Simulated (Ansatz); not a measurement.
**Carbon, diamond under r²SCAN: from relaxation to bulk modulus**

Aim: take carbon in the diamond structure, relax it, solve it on a dense k-mesh, switch on spin-orbit coupling, then scale the cell to 7 volumes from 88 to 112 % of the relaxed one and try a fit of the equation of state. The k-meshes are 8×8×8 for the relaxation; 14×14×14 for the dense run; 11×11×11 for spin-orbit coupling; 13×13×13 for the volumes. The starting cell is the deposited one, from the Crystallography Open Database.

Program: Ansatz 0.2.0. Level of theory: DFT r2SCAN, plane waves (500 eV) with PAW, scalar-relativistic; PBE-made PAW files. These are calculated values, not measurements.

### 1 The system as given

It takes space group Fd-3m (No. 227, cubic). Conventional cell: a = 3.567 Å, b = 3.567 Å, c = 3.567 Å, α = 90.00°, β = 90.00°, γ = 90.00°. C (site symmetry -43m) is surrounded by 4 C at 1.54 Å.

Coordinates:

```
C
1.0
     0.00000    1.78340    1.78340
     1.78340    0.00000    1.78340
     1.78340    1.78340    0.00000
C
2
Direct
  0.50000 0.50000 0.50000
  0.75000 0.75000 0.75000
```

### 2 Relaxing cell and atoms

input.yaml

```yaml
crystal:
  lattice:
    - [0.0, 1.7834, 1.7834]
    - [1.7834, 0.0, 1.7834]
    - [1.7834, 1.7834, 0.0]
  atoms:
    - { symbol: C, position: [0.5, 0.5, 0.5] }
    - { symbol: C, position: [0.75, 0.75, 0.75] }
hamiltonian:
  xc: r2scan
  pseudopotentials:
    kind: paw
    azcp:
      C: "pseudopotentials/C.paw.azcp"
basis:
  ecutwfc: 500
  fft_grid_basis: typed
kpoints:
  mp_grid: { grid: [8, 8, 8], shift: [0, 0, 0] }
magnetization:
  spin_polarized: false
scf:
  occupations: { method: fermi_dirac, width: 0.05 }
relax:
  max_steps: 60
  f_tol: 0.01
  cell: {}
```

Launch:

```sh
> ansatz run input.yaml --threads 1 --pin off --max-ram 3584MiB --backend cpu --events-out ev --progress --plain --runs-dir out
```

The program printed, shortened:

```text
[...]
Pseudopotentials: kind: paw
Pseudopotential: C, paw, valence charge 4, recommended cutoff 500 eV (meta_gga), <dir>
Functional definition: r2SCAN
[...]
Crystal: 2 atoms, lattice volume = 11.344 Å³
Basis set: ecut = 500 eV, 283 PW (Γ), exchange–correlation on 80×80×80 points (64 copies of the dense FFT grid, shifted against one another)
Bands: 8, of which v1, the nominal top of the filled ones, is band 4 counted from 1 (3 counted from 0)
Symmetry: 48 space group operations
Space group: Fd-3m (ITA 227), of the structure as read, at distance tolerance 2.2e-5 Å
k-points: 29 of 512
[...]
SCF iter   1: F=—  HF=-503.054349 eV  |F-HF|=—  |Δ(HF+E_count)|=         —  Δρ=8.84e-3  dr2=2.38e-3  dr2_τ=3.81e-1  ethr=1.77e-3  ⟨swp⟩=5.1  Hψ=1562  notcnv=0
[...]
relax step   1: F+E_penalty+E_count = -503.11018064 eV  Δ(F+E_penalty+E_count) = +0.000e0 eV  max|allowed force component| = 2.776e-17 eV/Å  Δτ_max = 0.0000 Å  P = -2.439 GPa  Ω = 11.344 Å³  (6 SCF iters, dr2 threshold 1.00e-7 eV, accepted)
[...]
relax step   3: F+E_penalty+E_count = -503.11068316 eV  Δ(F+E_penalty+E_count) = -8.280e-5 eV  max|allowed force component| = 1.550e-16 eV/Å  Δτ_max = 0.0000 Å  P = +0.003 GPa  Ω = 11.282 Å³  energy of the carried Pulay correction = +2.930e-5 eV  (3 SCF iters, dr2 threshold 2.00e-7 eV, accepted)
[...]
relax step   4: F+E_penalty+E_count = -503.11065381 eV  Δ(F+E_penalty+E_count) = +2.935e-5 eV  max|allowed force component| = 1.827e-16 eV/Å  Δτ_max = 0.0000 Å  P = +0.005 GPa  Ω = 11.282 Å³  stress off target by 5.17e-3 GPa  SCF on the basis re-selected at this cell (its energy is not [...]
SCF converged after 3 iterations
Free energy (F): -503.110654 eV
[...]
E sigma→0 (E₀):  -503.110654 eV
Fermi energy:    15.552894 eV
[...]
--- Forces (eV/Å), atoms counted from 1 ---
  atom   1  C     -0.00000000     0.00000000    -0.00000000
  atom   2  C     -0.00000000    -0.00000000     0.00000000
[...]
--- Stress (GPa, compression-positive) ---
        0.005165      -0.000000      -0.000000
       -0.000000       0.005165       0.000000
       -0.000000      -0.000000       0.005165
  P = ⅓ Tr σ = 0.0052 GPa (0.052 kbar)
--- Relaxed structure (3 steps of the walk, 3 accepted, 1 SCFs on fresh bases) ---
  F+E_penalty+E_count = -503.11065381 eV   max|allowed force component| = 1.827e-16 eV/Å   (the final SCF, on the basis selected at the relaxed cell)
  cell:  # Å, volume = 11.2823 Å³
    - [-7.523635267322396e-34, 1.7801477551354683, 1.7801477551354683]
    - [1.7801477551354683, 1.0190744065791177e-34, 1.7801477551354683]
    - [1.7801477551354683, 1.7801477551354683, -1.9187260311372453e-34]
  atoms:
    - { symbol: C, position: [0.5000000000000001, 0.5000000000000001, 0.5000000000000001] }
    - { symbol: C, position: [0.7500000000000001, 0.7500000000000001, 0.7500000000000001] }
```

It took 4 s on 1 thread of Intel Xeon Platinum 8259CL at 2.50GHz (Skylake/Cascade Lake), shared host; peak memory 0.48 GiB.

The walk, from the log:

```tsv
step	energy change (meV/atom)	largest force (eV/Å)	pressure (GPa)	volume (Å³/atom)
1	0.00	0.0000	-2.44	5.672
2	-0.21	0.0000	-0.95	5.653
3	-0.25	0.0000	0.00	5.641
4	-0.24	0.0000	0.01	5.641
```

Steps that repeat a cell are solved on a basis chosen anew, so their changes of energy are no gain of the relaxation.

The cell of the run, before and after:

|  | before | after | change |
| --- | --- | --- | --- |
| a (Å) | 2.522 | 2.518 | -0.2 % |
| b (Å) | 2.522 | 2.518 | -0.2 % |
| c (Å) | 2.522 | 2.518 | -0.2 % |
| volume (Å³/atom) | 5.672 | 5.641 | -0.5 % |
| shortest distance (Å) | 1.544 | 1.542 | -0.2 % |
| space group (spins left aside) | Fd-3m | Fd-3m | same |

### 3 Single point on a dense mesh

input.yaml

```yaml
crystal:
  lattice:
    - [0.0, 1.7801477551, 1.7801477551]
    - [1.7801477551, 0.0, 1.7801477551]
    - [1.7801477551, 1.7801477551, 0.0]
  atoms:
    - { symbol: C, position: [0.5, 0.5, 0.5] }
    - { symbol: C, position: [0.75, 0.75, 0.75] }
hamiltonian:
  xc: r2scan
  pseudopotentials:
    kind: paw
    azcp:
      C: "pseudopotentials/C.paw.azcp"
basis:
  ecutwfc: 500
  fft_grid_basis: typed
kpoints:
  mp_grid: { grid: [14, 14, 14], shift: [0, 0, 0] }
magnetization:
  spin_polarized: false
scf:
  occupations: { method: fermi_dirac, width: 0.05 }
```

Launch:

```sh
> ansatz run input.yaml --threads 1 --pin off --max-ram 3584MiB --backend cpu --events-out ev --progress --plain --runs-dir out
```

The program printed, shortened:

```text
[...]
Pseudopotentials: kind: paw
Pseudopotential: C, paw, valence charge 4, recommended cutoff 500 eV (meta_gga), <dir>
Functional definition: r2SCAN
[...]
Crystal: 2 atoms, lattice volume = 11.282 Å³
Basis set: ecut = 500 eV, 283 PW (Γ), exchange–correlation on 80×80×80 points (64 copies of the dense FFT grid, shifted against one another)
Bands: 8, of which v1, the nominal top of the filled ones, is band 4 counted from 1 (3 counted from 0)
Symmetry: 48 space group operations
Space group: Fd-3m (ITA 227), of the structure as read, at distance tolerance 2.2e-5 Å
k-points: 104 of 2744
[...]
SCF iter   1: F=—  HF=-503.055229 eV  |F-HF|=—  |Δ(HF+E_count)|=         —  Δρ=8.85e-3  dr2=2.38e-3  dr2_τ=3.87e-1  ethr=1.77e-3  ⟨swp⟩=5.2  Hψ=5620  notcnv=0
[...]
SCF iter   6: F=-503.111531 eV  HF=-503.111531 eV  |F-HF|=5.93e-10  |Δ(HF+E_count)|=   1.54e-7  Δρ=4.57e-6  dr2=6.74e-10  dr2_τ=9.01e-11  ethr=1.25e-9  ⟨swp⟩=2.1  Hψ=1674  notcnv=0
[...]
SCF converged after 6 iterations
Free energy (F): -503.111531 eV
[...]
E sigma→0 (E₀):  -503.111531 eV
Fermi energy:    15.549359 eV
[...]
```

It took 2.4 s on 1 thread of Intel Xeon Platinum 8259CL at 2.50GHz (Skylake/Cascade Lake), shared host; peak memory 0.47 GiB.

### 4 Spin-orbit coupling switched on

Changes to input.yaml since step 3:

```diff
@@ -11,3 +11,3 @@
   pseudopotentials:
-    kind: paw
+    kind: paw_fr
     azcp:
@@ -18,5 +18,6 @@
 kpoints:
-  mp_grid: { grid: [14, 14, 14], shift: [0, 0, 0] }
+  mp_grid: { grid: [11, 11, 11], shift: [0, 0, 0] }
 magnetization:
-  spin_polarized: false
+  noncollinear: true
+  spin_orbit: true
 scf:
```

Launch:

```sh
> ansatz run input.yaml --threads 1 --pin off --max-ram 3584MiB --backend cpu --events-out ev --progress --plain --runs-dir out
```

The program printed, shortened:

```text
[...]
Pseudopotentials: kind: paw_fr
Pseudopotential: C, paw_fr, valence charge 4, recommended cutoff 500 eV (meta_gga), <dir>
Functional definition: r2SCAN
[...]
non-collinear run that drives no moment, with spin-orbit: no starting moment large enough to seed its density (crystal.atoms[].spin), no starting occupations that ask for one, no magnetisation constraint and no magnetic field, so the semilocal B_xc is pinned to zero
Crystal: 2 atoms, lattice volume = 11.282 Å³
Basis set: ecut = 500 eV, 283 PW (Γ), exchange–correlation on 80×80×80 points (64 copies of the dense FFT grid, shifted against one another)
Bands: 16, of which v1, the nominal top of the filled ones, is band 8 counted from 1 (7 counted from 0)
Symmetry: 48 space group operations + 48 with time reversal
Magnetic group: BNS 227.129 (UNI 1631), of the structure as read, at distance tolerance 2.2e-5 Å
k-points: 56 of 1331
Projection manifold: j_resolved (fully-relativistic pseudo-atomic orbitals)
[...]
SCF iter   1: F=—  HF=-503.250228 eV  |F-HF|=—  |Δ(HF+E_count)|=         —  Δρ=1.38e-1  dr2=1.49e0  dr2_τ=1.18e-1  dr2_m=0.00e0 (ungated)  ethr=3.10e-3  |M|=0.00e0 ∫|m|=0.00e0 μB  |m|>n=0.0e0 m-floor=0.0e0 τ_xc=0.0e0  β_m=0.30  ⟨swp⟩=5.6  Hψ=2686  notcnv=0  defer=6
[...]
SCF iter   6: F=-503.087993 eV  HF=-503.087993 eV  |F-HF|=8.79e-10  |Δ(HF+E_count)|=   5.37e-8  Δρ=3.94e-6  dr2=5.12e-10  dr2_τ=3.96e-11  dr2_m=0.00e0 (ungated)  ethr=2.17e-10  |M|=0.00e0 ∫|m|=0.00e0 μB  |m|>n=0.0e0 m-floor=0.0e0 τ_xc=0.0e0  ⟨swp⟩=1.0  Hψ=1206  notcnv=0
[...]
SCF converged after 6 iterations
Magnetization: |M| = 0.0000 μB,  M = (+0.0000, +0.0000, +0.0000) μB
Absolute magnetization: 0.0000 μB (∫|m|)
  site 0: m = (+0.0000, +0.0000, +0.0000) μB, |m| = 0.0000 μB  (R = 0.64 Å)
  site 1: m = (+0.0000, +0.0000, +0.0000) μB, |m| = 0.0000 μB  (R = 0.64 Å)
Free energy (F): -503.087993 eV
[...]
E sigma→0 (E₀):  -503.087993 eV
Fermi energy:    15.550000 eV
[...]
```

It took 4.2 s on 1 thread of Intel Xeon Platinum 8259CL at 2.50GHz (Skylake/Cascade Lake), shared host; peak memory 0.42 GiB.

Side by side:

```tsv
	scalar-relativistic	with spin-orbit coupling
k-mesh	14×14×14	11×11×11
gap on the mesh	4.36 eV	4.36 eV
```

The meshes differ, so small differences between the columns need not come from spin-orbit coupling.

### 5 The cell scaled to 88 % of its volume

input.yaml

```yaml
crystal:
  lattice:
    - [0.0, 1.7058870605, 1.7058870605]
    - [1.7058870605, 0.0, 1.7058870605]
    - [1.7058870605, 1.7058870605, 0.0]
  atoms:
    - { symbol: C, position: [0.5, 0.5, 0.5] }
    - { symbol: C, position: [0.75, 0.75, 0.75] }
hamiltonian:
  xc: r2scan
  pseudopotentials:
    kind: paw
    azcp:
      C: "pseudopotentials/C.paw.azcp"
basis:
  ecutwfc: 500
  fft_grid_basis: typed
kpoints:
  mp_grid: { grid: [13, 13, 13], shift: [0, 0, 0] }
magnetization:
  spin_polarized: false
scf:
  occupations: { method: fermi_dirac, width: 0.05 }
  lower_state_search: "off"
output:
  stress: true
```

Launch:

```sh
> ansatz run input.yaml --threads 1 --pin off --max-ram 3584MiB --backend cpu --events-out ev --progress --plain --runs-dir out
```

The program printed, shortened:

```text
[...]
Pseudopotentials: kind: paw
Pseudopotential: C, paw, valence charge 4, recommended cutoff 500 eV (meta_gga), <dir>
Functional definition: r2SCAN
[...]
Crystal: 2 atoms, lattice volume = 9.928 Å³
Basis set: ecut = 500 eV, 259 PW (Γ), exchange–correlation on 72×72×72 points (64 copies of the dense FFT grid, shifted against one another)
Bands: 8, of which v1, the nominal top of the filled ones, is band 4 counted from 1 (3 counted from 0)
Symmetry: 48 space group operations
Space group: Fd-3m (ITA 227), of the structure as read, at distance tolerance 2.1e-5 Å
k-points: 84 of 2197
[...]
SCF iter   1: F=-502.831046 eV  HF=-502.767257 eV  |F-HF|=6.38e-2  |Δ(HF+E_count)|=         —  Δρ=1.16e-2  dr2=4.83e-3  dr2_τ=5.57e-1  ethr=1.77e-3  ⟨swp⟩=5.1  Hψ=4565  notcnv=0
[...]
SCF iter   6: F=-502.833534 eV  HF=-502.833534 eV  |F-HF|=1.24e-11  |Δ(HF+E_count)|=   5.92e-9  Δρ=6.39e-7  dr2=7.79e-12  dr2_τ=1.81e-12  ethr=1.23e-10  ⟨swp⟩=1.8  Hψ=2216  notcnv=0
[...]
SCF converged after 6 iterations
Free energy (F): -502.833534 eV
[...]
E sigma→0 (E₀):  -502.833534 eV
Fermi energy:    18.147430 eV
[...]
--- Stress (GPa, compression-positive) ---
       72.592281      -0.000000       0.000000
       -0.000000      72.592281      -0.000000
       -0.000000      -0.000000      72.592281
  P = ⅓ Tr σ = 72.5923 GPa (725.923 kbar)
```

Wall time 2.1 s (1 thread of Intel Xeon Platinum 8259CL at 2.50GHz (Skylake/Cascade Lake), shared host); peak memory 0.46 GiB.

### 6 The cell scaled to 92 % of its volume

Changes to input.yaml since step 5:

```diff
@@ -2,5 +2,5 @@
   lattice:
-    - [0.0, 1.7058870605, 1.7058870605]
-    - [1.7058870605, 0.0, 1.7058870605]
-    - [1.7058870605, 1.7058870605, 0.0]
+    - [0.0, 1.7313518157, 1.7313518157]
+    - [1.7313518157, 0.0, 1.7313518157]
+    - [1.7313518157, 1.7313518157, 0.0]
   atoms:
```

Launch:

```sh
> ansatz run input.yaml --threads 1 --pin off --max-ram 3584MiB --backend cpu --events-out ev --progress --plain --runs-dir out
```

The program printed, shortened:

```text
[...]
Pseudopotentials: kind: paw
Pseudopotential: C, paw, valence charge 4, recommended cutoff 500 eV (meta_gga), <dir>
Functional definition: r2SCAN
[...]
Crystal: 2 atoms, lattice volume = 10.380 Å³
Basis set: ecut = 500 eV, 259 PW (Γ), exchange–correlation on 72×72×72 points (64 copies of the dense FFT grid, shifted against one another)
Bands: 8, of which v1, the nominal top of the filled ones, is band 4 counted from 1 (3 counted from 0)
Symmetry: 48 space group operations
Space group: Fd-3m (ITA 227), of the structure as read, at distance tolerance 2.2e-5 Å
k-points: 84 of 2197
[...]
SCF iter   1: F=-502.993885 eV  HF=-502.932681 eV  |F-HF|=6.12e-2  |Δ(HF+E_count)|=         —  Δρ=9.99e-3  dr2=3.36e-3  dr2_τ=4.92e-1  ethr=1.77e-3  ⟨swp⟩=5.1  Hψ=4578  notcnv=0
[...]
SCF iter   6: F=-502.996053 eV  HF=-502.996053 eV  |F-HF|=1.55e-11  |Δ(HF+E_count)|=   1.30e-8  Δρ=7.71e-7  dr2=1.28e-11  dr2_τ=2.80e-12  ethr=2.94e-10  ⟨swp⟩=2.1  Hψ=2320  notcnv=0
[...]
SCF converged after 6 iterations
Free energy (F): -502.996053 eV
[...]
E sigma→0 (E₀):  -502.996053 eV
Fermi energy:    17.216317 eV
[...]
--- Stress (GPa, compression-positive) ---
       43.721731      -0.000000      -0.000000
       -0.000000      43.721731      -0.000000
        0.000000       0.000000      43.721731
  P = ⅓ Tr σ = 43.7217 GPa (437.217 kbar)
```

Run time: 1.5 s. Hardware: 1 thread of Intel Xeon Platinum 8259CL at 2.50GHz (Skylake/Cascade Lake), shared host; peak memory 0.47 GiB.

### 7 The cell scaled to 96 % of its volume

Changes to input.yaml since step 6:

```diff
@@ -2,5 +2,5 @@
   lattice:
-    - [0.0, 1.7313518157, 1.7313518157]
-    - [1.7313518157, 0.0, 1.7313518157]
-    - [1.7313518157, 1.7313518157, 0.0]
+    - [0.0, 1.7560887551, 1.7560887551]
+    - [1.7560887551, 0.0, 1.7560887551]
+    - [1.7560887551, 1.7560887551, 0.0]
   atoms:
```

Launch:

```sh
> ansatz run input.yaml --threads 1 --pin off --max-ram 3584MiB --backend cpu --events-out ev --progress --plain --runs-dir out
```

The program printed, shortened:

```text
[...]
Pseudopotentials: kind: paw
Pseudopotential: C, paw, valence charge 4, recommended cutoff 500 eV (meta_gga), <dir>
Functional definition: r2SCAN
[...]
Crystal: 2 atoms, lattice volume = 10.831 Å³
Basis set: ecut = 500 eV, 283 PW (Γ), exchange–correlation on 80×80×80 points (64 copies of the dense FFT grid, shifted against one another)
Bands: 8, of which v1, the nominal top of the filled ones, is band 4 counted from 1 (3 counted from 0)
Symmetry: 48 space group operations
Space group: Fd-3m (ITA 227), of the structure as read, at distance tolerance 2.2e-5 Å
k-points: 84 of 2197
[...]
SCF iter   1: F=-503.082560 eV  HF=-503.024478 eV  |F-HF|=5.81e-2  |Δ(HF+E_count)|=         —  Δρ=9.11e-3  dr2=2.59e-3  dr2_τ=4.36e-1  ethr=1.77e-3  ⟨swp⟩=5.1  Hψ=4529  notcnv=0
[...]
SCF iter   6: F=-503.084486 eV  HF=-503.084486 eV  |F-HF|=3.98e-11  |Δ(HF+E_count)|=   5.30e-8  Δρ=1.16e-6  dr2=3.55e-11  dr2_τ=1.04e-11  ethr=1.08e-9  ⟨swp⟩=2.2  Hψ=2354  notcnv=0
[...]
SCF converged after 6 iterations
Free energy (F): -503.084486 eV
[...]
E sigma→0 (E₀):  -503.084486 eV
Fermi energy:    16.353999 eV
[...]
--- Stress (GPa, compression-positive) ---
       19.820759       0.000000       0.000000
       -0.000000      19.820759      -0.000000
       -0.000000      -0.000000      19.820759
  P = ⅓ Tr σ = 19.8208 GPa (198.208 kbar)
```

Run time: 1.8 s. Hardware: 1 thread of Intel Xeon Platinum 8259CL at 2.50GHz (Skylake/Cascade Lake), shared host; peak memory 0.47 GiB.

### 8 The cell scaled to 100 % of its volume

Changes to input.yaml since step 7:

```diff
@@ -2,5 +2,5 @@
   lattice:
-    - [0.0, 1.7560887551, 1.7560887551]
-    - [1.7560887551, 0.0, 1.7560887551]
-    - [1.7560887551, 1.7560887551, 0.0]
+    - [0.0, 1.7801477551, 1.7801477551]
+    - [1.7801477551, 0.0, 1.7801477551]
+    - [1.7801477551, 1.7801477551, 0.0]
   atoms:
```

Launch:

```sh
> ansatz run input.yaml --threads 1 --pin off --max-ram 3584MiB --backend cpu --events-out ev --progress --plain --runs-dir out
```

The program printed, shortened:

```text
[...]
Pseudopotentials: kind: paw
Pseudopotential: C, paw, valence charge 4, recommended cutoff 500 eV (meta_gga), <dir>
Functional definition: r2SCAN
[...]
Crystal: 2 atoms, lattice volume = 11.282 Å³
Basis set: ecut = 500 eV, 283 PW (Γ), exchange–correlation on 80×80×80 points (64 copies of the dense FFT grid, shifted against one another)
Bands: 8, of which v1, the nominal top of the filled ones, is band 4 counted from 1 (3 counted from 0)
Symmetry: 48 space group operations
Space group: Fd-3m (ITA 227), of the structure as read, at distance tolerance 2.2e-5 Å
k-points: 84 of 2197
[...]
SCF iter   1: F=-503.109816 eV  HF=-503.055234 eV  |F-HF|=5.46e-2  |Δ(HF+E_count)|=         —  Δρ=8.85e-3  dr2=2.38e-3  dr2_τ=3.87e-1  ethr=1.77e-3  ⟨swp⟩=5.1  Hψ=4506  notcnv=0
[...]
SCF iter   6: F=-503.111533 eV  HF=-503.111533 eV  |F-HF|=6.67e-10  |Δ(HF+E_count)|=   1.56e-7  Δρ=4.94e-6  dr2=7.84e-10  dr2_τ=1.17e-10  ethr=1.25e-9  ⟨swp⟩=4.2  Hψ=2031  notcnv=0
[...]
SCF converged after 6 iterations
Free energy (F): -503.111533 eV
[...]
E sigma→0 (E₀):  -503.111533 eV
Fermi energy:    15.552818 eV
[...]
--- Stress (GPa, compression-positive) ---
        0.000141       0.000000      -0.000000
       -0.000000       0.000141       0.000000
        0.000000       0.000000       0.000141
  P = ⅓ Tr σ = 0.0001 GPa (0.001 kbar)
```

Wall time 1.8 s (1 thread of Intel Xeon Platinum 8259CL at 2.50GHz (Skylake/Cascade Lake), shared host); peak memory 0.47 GiB.

(Part 1 of 2 ends here.)
